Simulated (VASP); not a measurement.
The system is Cu3N.

```xyz
4
Lattice="3.7705 0.0000 0.0000 0.0000 3.7705 0.0000 0.0000 0.0000 3.7705" Properties=species:S:1:pos:R:3 pbc="T T T"
Cu    1.8853    0.0000    0.0000
Cu    0.0000    1.8853    0.0000
Cu    0.0000    0.0000    1.8853
N     0.0000    0.0000    0.0000
```

Base run:

| Item | Value |
| --- | --- |
| Program | VASP 6.6.1 |
| Functional | r2SCAN |
| Potentials or basis | VASP PAW PBE potentials, release 64 (Cu, N) |
| Cutoff | 520 eV |
| k mesh | 10 × 10 × 10 |
| Occupations | methfessel-paxton, width 0.1 eV |
| Spin | no spin polarisation |

Its results: band gap on the k mesh 0.20 eV, indirect (least direct gap 0.80 eV); pressure 2.7 GPa.

Problem. The run is repeated on the same cell with these changes: functional from r2SCAN to PBE. What comes out?

Solution. Band gap on the k mesh 0.10 eV, indirect (least direct gap 0.64 eV); pressure 6.4 GPa.

r2SCAN gives the wider gap, since meta-GGAs in the generalised Kohn-Sham scheme recover part of the derivative discontinuity.

Caveats: the PAW data sets were made with another functional, which shifts forces and pressure a little (some runs).
